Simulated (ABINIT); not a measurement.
# TiO2 (Anatase): G0W0 with ABINIT, start to end

How does a plane-wave GW calculation on TiO2 (Anatase) run from the first input to the gap?

Program: ABINIT 10.8.3. Level of theory: PBE and many-body steps on it, plane waves. Results are calculated unless marked as measured.

**Experimental background.**

- Gap 3.45 eV: optical bandgap, film annealed at 520 °C; spectroscopic ellipsometry; film (polycrystalline sol-gel film on Si(100), annealed 3 h at 520 °C) (“Photocatalytic Performance of Sol-Gel Prepared TiO2 Thin Films Annealed at Various Temperatures”, 2023, pmc:10419699).

- Gap 3.2 eV: optical gap from absorption spectra; UV-visible absorption with integrating sphere; powder (commercial anatase pigment powder, mean diameter about 270 nm, uncoated and alumina-coated) (“Suppressing the Photocatalytic Activity of TiO2 Nanoparticles by Extremely Thin Al2O3 Films Grown by Gas-Phase Deposition at Ambient Conditions”, 2018, pmc:5853694).

- Gap 3.17 eV: gap from valence band edge and flat band potential; valence-band XPS and Mott-Schottky plots; film (“Enhancement of Titania Photoanode Performance by Sandwiching Copper between Two Titania Layers”, 2020, pmc:7579609).

- Gap 3.18 ± 0.03 eV: direct optical gap from Kubelka-Munk plot; UV-Vis diffuse reflectance; 300 K; powder (“Effect of Ethylene Glycol: Citric Acid Molar Ratio and pH on the Morphology, Vibrational, Optical and Electronic Properties of TiO2 and CuO Powders Synthesized by Pechini Method”, 2022, pmc:9369947).

- Gap 3.98 eV: direct quasiparticle gap around Gamma; experiment quoted from earlier work; bulk crystal (anatase, value from earlier experiment) (quoted in “Giant exciton Mott density in anatase TiO2”, 2020, arxiv:2007.10051).

This is a selection; 13 further reports are not listed.

## Step 1: Set-up

It takes space group I4_1/amd (No. 141, tetragonal). Conventional cell: a = 3.784 Å, b = 3.784 Å, c = 9.515 Å, α = 90.00°, β = 90.00°, γ = 90.00°. Nearest to Ti lie 6 O at 1.93 to 1.98 Å. Nearest to O lie 3 Ti at 1.93 to 1.98 Å. Farther neighbours and most contacts between anions are not listed.

Coordinates:

```cif
data_structure
_symmetry_space_group_name_H-M 'P 1'
_symmetry_Int_Tables_number 1
_cell_length_a 5.4582
_cell_length_b 5.4582
_cell_length_c 5.4582
_cell_angle_alpha 139.435
_cell_angle_beta 139.435
_cell_angle_gamma 58.713
_cell_volume 68.13
loop_
_atom_site_label
_atom_site_type_symbol
_atom_site_fract_x
_atom_site_fract_y
_atom_site_fract_z
_atom_site_occupancy
Ti1 Ti 0.00000 0.00000 0.00000 1
Ti2 Ti 0.75000 0.25000 0.50000 1
O3 O 0.20810 0.20810 0.00000 1
O4 O 0.95810 0.45810 0.50000 1
O5 O 0.54190 0.04190 0.50000 1
O6 O 0.79190 0.79190 0.00000 1
```

The cell and positions come from the Crystallography Open Database and are kept as given unless a step says otherwise.

## Step 2: Ground state

This step: ABINIT 10.8.3; DFT, PBE, plane waves, norm-conserving pseudopotentials.

The ground-state density comes first.

run.abi

```
acell 3*1.0 Angstrom
rprim 
  -1.892100000000 1.892100000000 4.757300000000
  1.892100000000 -1.892100000000 4.757300000000
  1.892100000000 1.892100000000 -4.757300000000
ntypat 2
znucl 22 8
natom 6
typat 1 1 2 2 2 2
xred 
  0.000000000000 0.000000000000 0.000000000000
  0.750000000000 0.250000000000 0.500000000000
  0.208100000000 0.208100000000 0.000000000000
  0.958100000000 0.458100000000 0.500000000000
  0.541900000000 0.041900000000 0.500000000000
  0.791900000000 0.791900000000 0.000000000000
pp_dirpath "pseudos"
pseudos "Ti.upf, O.upf"
ecut 38
ngkpt 8 8 8
nshiftk 1
shiftk 0 0 0
kptopt 1
chksymbreak 0
nband 31
occopt 1
tolvrs 1e-10
nstep 60
prtwf 0
optforces 0
optstress 0
indata_prefix "in"
outdata_prefix "out"
tmpdata_prefix "tmp"
```

Launch:

```bash
$ OMP_NUM_THREADS=1 mpirun -n 8 abinit run.abi > log
```

Numbers of over 12 decimals in the logs are rounded to 6 here.

Log:

```text
.Version 10.8.3 of ABINIT. v10.8.2 released Aug 2026.

 Symmetries : space group I4_1/a m d (#141); Bravais tI (body-center tetrag.)
================================================================================
 Values of the parameters that define the memory need of the present run
     intxc =       0    ionmov =       0      iscf =       7    lmnmax =       6
     lnmax =       6     mgfft =      60  mpssoang =       3    mqgrid =    3001
     natom =       6  nloc_mem =       1    nspden =       1   nspinor =       1
    nsppol =       1      nsym =      16    n1xccc =    2501    ntypat =       2
    occopt =       1   xclevel =       2
-    mband =          31        mffmem =           1         mkmem =           8
       mpw =        5174          nfft =      216000          nkpt =          59
================================================================================
  Rough estimation (10% accuracy) of disk space for files :
================================================================================

--------------------------------------------------------------------------------
------------- Echo of variables that govern the present computation ------------
--------------------------------------------------------------------------------
 -outvars: echo values of preprocessed input variables --------
            acell      1.8897261259E+00  1.8897261259E+00  1.8897261259E+00 Bohr

      chksymbreak           0
             ecut      3.80000000E+01 Hartree
-          fftalg         312

              ixc     -101130
              kpt      0.00000000E+00  0.00000000E+00  0.00000000E+00
                       1.25000000E-01  0.00000000E+00  0.00000000E+00
                       2.50000000E-01  0.00000000E+00  0.00000000E+00
                       3.75000000E-01  0.00000000E+00  0.00000000E+00
                       5.00000000E-01  0.00000000E+00  0.00000000E+00
                       1.25000000E-01  1.25000000E-01  0.00000000E+00
                       2.50000000E-01  1.25000000E-01  0.00000000E+00
                       3.75000000E-01  1.25000000E-01  0.00000000E+00
                       5.00000000E-01  1.25000000E-01  0.00000000E+00
   [... 39 further rows ...]
                       5.00000000E-01  5.00000000E-01  2.50000000E-01
                      -3.75000000E-01  5.00000000E-01  2.50000000E-01
                       outvar_i_n : Printing only first  50 k-points.
         kptrlatt        8    0    0      0    8    0      0    0    8
          kptrlen      5.72088128E+01
P           mkmem           8
            natom           6
            nband          31
            ngfft          60      60      60
             nkpt          59
            nstep          60
             nsym          16
           ntypat           2
              occ      2.000000  2.000000  2.000000  2.000000  2.000000  2.000000
                       2.000000  2.000000  2.000000  2.000000  2.000000  2.000000
                       2.000000  2.000000  2.000000  2.000000  2.000000  2.000000
                       2.000000  2.000000  2.000000  2.000000  2.000000  2.000000
                       0.000000  0.000000  0.000000  0.000000  0.000000  0.000000
                       0.000000
        optforces           0
        optstress           0
            prtwf           0
            rprim     -1.8921000000E+00  1.8921000000E+00  4.7573000000E+00
[...]
spgroup         141

           tolvrs      1.00000000E-10

             xred      0.0000000000E+00  0.0000000000E+00  0.0000000000E+00
[...]
znucl       22.00000    8.00000

================================================================================

 chkinp: Checking input parameters for consistency.

================================================================================
== DATASET  1 ==================================================================
-   mpi_nproc: 8, omp_nthreads: 1 (-1 if OMP is not activated)

--- !DatasetInfo
iteration_state: {dtset: 1, }
dimensions: {natom: 6, nkpt: 59, mband: 31, nsppol: 1, nspinor: 1, nspden: 1, mpw: 5174, }
cutoff_energies: {ecut:  38.0, pawecutdg:  -1.0, }
electrons: {nelect:   4.80000000E+01, charge:   0.00000000E+00, occopt:   1.00000000E+00, tsmear:   1.00000000E-02, }

 Real(R)+Recip(G) space primitive vectors, cartesian coordinates (Bohr,Bohr^-1):
 R(1)= -3.5755508  3.5755508  8.9899941  G(1)=  0.0000000  0.1398386  0.0556174
 R(2)=  3.5755508 -3.5755508  8.9899941  G(2)=  0.1398386  0.0000000  0.0556174
 R(3)=  3.5755508  3.5755508 -8.9899941  G(3)=  0.1398386  0.1398386  0.0000000
 Unit cell volume ucvol=  4.5973260E+02 bohr^3
 Angles (23,13,12)=  1.39434593E+02  1.39434593E+02  5.87128032E+01 degrees

 getcut: wavevector=  0.0000  0.0000  0.0000  ngfft=  60  60  60
         ecut(hartree)=     38.000   => boxcut(ratio)=   2.09654

--- Pseudopotential description ------------------------------------------------
- Ti Generated using ONCVPSP code by D. R. Hamann
- 22.00000  12.00000  171031                  znucl, zion, pspdat
12 -101130 2 -1 1586                          pspcod,pspxc,lmax,lloc,mmax
     nproj     2     2     2
  pspatm : epsatm=   14.68144553
         --- l  ekb(1:nproj) -->
[...]
pspatm: atomic psp has been read  and splines computed

- O Generated using ONCVPSP code by D. R. Hamann
-  8.00000   6.00000  171031                  znucl, zion, pspdat
12 -101130 2 -1 936                           pspcod,pspxc,lmax,lloc,mmax
     nproj     2     2     1
  pspatm : epsatm=    6.19545534
         --- l  ekb(1:nproj) -->
[...]
2   -1.331955
 pspatm: atomic psp has been read  and splines computed

   2.59894620E+03                                ecore*ucvol(ha*bohr**3)
--------------------------------------------------------------------------------

_setup2: Arith. and geom. avg. npw (full set) are    5144.521    5144.508

================================================================================

--- !BeginCycle
iteration_state: {dtset: 1, }
solver: {iscf: 7, nstep: 60, nline: 4, wfoptalg: 0, }
tolerances: {tolvrs: 1.00E-10, }

     iter   Etot(hartree)      deltaE(h)  residm     vres2
 ETOT  1  -184.25053615771    -1.843E+02 1.789E-01 5.806E+03
 ETOT  2  -169.22952346364     1.502E+01 3.310E-02 1.074E+05
 ETOT  3  -185.09374339807    -1.586E+01 6.369E-02 1.178E+03
 ETOT  4  -185.13374783111    -4.000E-02 2.969E-02 7.933E+02
 ETOT  5  -185.17691978169    -4.317E-02 8.883E-03 3.523E+02
 ETOT  6  -185.20328327921    -2.636E-02 7.994E-03 1.248E+02
 ETOT  7  -185.21684615150    -1.356E-02 9.812E-03 5.011E-01
 ETOT  8  -185.21644688677     3.993E-04 3.527E-03 4.450E+00
 ETOT  9  -185.21694590563    -4.990E-04 5.257E-03 1.333E-02
 ETOT 10  -185.21694807583    -2.170E-06 1.529E-03 3.513E-03
 ETOT 11  -185.21694836342    -2.876E-07 2.358E-03 4.757E-04
 ETOT 12  -185.21694843110    -6.767E-08 1.489E-03 8.758E-06
 ETOT 13  -185.21694843255    -1.449E-09 1.503E-03 9.279E-07
 ETOT 14  -185.21694843268    -1.343E-10 1.171E-03 1.898E-07
 ETOT 15  -185.21694843272    -3.510E-11 1.078E-03 1.463E-08
 ETOT 16  -185.21694843270     1.199E-11 9.046E-04 1.771E-10
 ETOT 17  -185.21694843270     2.473E-12 6.730E-04 2.814E-11

 At SCF step   17       vres2   =  2.81E-11 < tolvrs=  1.00E-10 =>converged.

--- !ResultsGS
iteration_state: {dtset: 1, }
comment   : Summary of ground state results
lattice_vectors:
- [ -3.5755508,   3.5755508,   8.9899941, ]
- [  3.5755508,  -3.5755508,   8.9899941, ]
- [  3.5755508,   3.5755508,  -8.9899941, ]
lattice_lengths: [  10.31451,   10.31451,   10.31451, ]
lattice_angles: [139.435, 139.435,  58.713, ] # degrees, (23, 13, 12)
lattice_volume:   4.5973260E+02
convergence: {deltae:  2.473E-12, res2:  2.814E-11, residm:  6.730E-04, diffor:  0.000E+00, }
etotal    :  -1.85216948E+02
entropy   :   0.00000000E+00
fermie    :   1.50508157E-01
cartesian_stress_tensor: null
pressure_GPa: null
xred      :
- [  0.0000E+00,   0.0000E+00,   0.0000E+00, Ti]
- [  7.5000E-01,   2.5000E-01,   5.0000E-01, Ti]
- [  2.0810E-01,   2.0810E-01,  -3.2879E-19,  O]
- [  9.5810E-01,   4.5810E-01,   5.0000E-01,  O]
- [  5.4190E-01,   4.1900E-02,   5.0000E-01,  O]
- [  7.9190E-01,   7.9190E-01,  -1.2512E-18,  O]
cartesian_forces: null
force_length_stats: {min: null, max: null, mean: null, }

 Integrated electronic density in atomic spheres:
 ------------------------------------------------
 Atom  Sphere_radius  Integrated_density
[...]
================================================================================

 ----iterations are completed or convergence reached----

 Mean square residual over all n,k,spin=   51.304E-07; max=  67.304E-05
 reduced coordinates (array xred) for    6 atoms
[...]
0.750000000000      0.250000000000      0.500000000000
       0.208100000000      0.208100000000     -0.000000000000
       0.958100000000      0.458100000000      0.500000000000
       0.541900000000      0.041900000000      0.500000000000
       0.791900000000      0.791900000000     -0.000000000000
 rms dE/dt=  0.0000E+00; max dE/dt=  0.0000E+00; dE/dt below (all hartree)
    1       0.000000000000      0.000000000000      0.000000000000
    2       0.000000000000      0.000000000000      0.000000000000
    3       0.000000000000      0.000000000000      0.000000000000
    4       0.000000000000      0.000000000000      0.000000000000
    5       0.000000000000      0.000000000000      0.000000000000
    6       0.000000000000      0.000000000000      0.000000000000

 cartesian coordinates (angstrom) at end:
    1      0.000000     0.000000     0.000000
    2      0.000000     1.892100     2.378650
    3      0.000000    -0.000000     1.979988
    4      0.000000     1.892100     4.358638
    5     -0.000000     1.892100     0.398662
    6      0.000000    -0.000000     7.534612
 length scales=  1.889726125908  1.889726125908  1.889726125908 bohr
              =  1.000000000000  1.000000000000  1.000000000000 angstroms
 prteigrs : about to open file out_EIG
 Fermi (or HOMO) energy (hartree) =   0.15051   Average Vxc (hartree)=  -0.39712
 Eigenvalues (hartree) for nkpt=  59  k points:
 kpt#   1, nband= 31, wtk=  0.00195, kpt=  0.0000  0.0000  0.0000 (reduced coord)
  -1.91852   -1.91628   -1.05463   -1.04582   -1.04582   -1.04316   -1.04316   -1.04004
  -0.49493   -0.45758   -0.45221   -0.43977    0.00708    0.01145    0.01145    0.02632
   0.07584    0.07584    0.07756    0.12347    0.12360    0.12360    0.13465    0.13465
   0.23084    0.25826    0.29978    0.29979    0.30088    0.30090    0.34599
 prteigrs : prtvol=0 or 1, do not print more k-points.

--- !EnergyTerms
iteration_state     : {dtset: 1, }
comment             : Components of total free energy in Hartree
kinetic             :  9.01527161159806E+01
hartree             :  5.04271879315799E+01
xc                  : -3.41780206858838E+01
Ewald energy        : -1.22088434587365E+02
psp_core            :  5.65316920799711E+00
local_psp           : -1.66739904690225E+02
non_local_psp       : -8.44366172478388E+00
total_energy        : -1.85216948432701E+02
total_energy_eV     : -5.04000992310416E+03
band_energy         : -2.23631716003209E+01

== END DATASET(S) ==============================================================
================================================================================

 -outvars: echo values of variables after computation  --------
           etotal     -1.8521694843E+02
            nband          31
             nkpt          59
          spgroup         141
 [... the other variables as echoed above ...]

 Calculation completed.
```

It took 3.4 min on 8 MPI ranks of Arm Neoverse N1, shared host; peak memory 1.1 GiB.

Numbers from this step:

```
total energy               : -5040.0099 eV
gap                        : 2.186 eV
k of the valence top       : -0.375, 0.375, 0
k of the conduction bottom : 0, 0, 0
least direct gap           : 2.492 eV
```

The gap is indirect, with the least direct gap 0.31 eV higher.

[end of part 1 of 3]

[Paths, hosts, dates, memory and timing lines, banners, echoed tables and standing remarks are left out of the program output.]

[Logs are printed without paths, hosts, clocks, repeated set-up lines and the standing remarks that a program may print on its own settings, such as how far it seeks lower states.]

[Runs of the session that timed out or met a known fault of the program may be left out.]

[Hosts, paths, dates, database ids (printed as entryN), source tags and the programs' standing remarks are cut or masked in the printed files.]

[G0W0 gaps are taken among the corrected bands and points alone; a level outside them can change the order at an edge.]

[Where Ansatz stands beside ABINIT at settings called matched, ABINIT's density can come from a denser mesh and the files from another edition; pairs whose starting gaps differed by over 0.03 eV were left out, so agreement reads better than it is.]
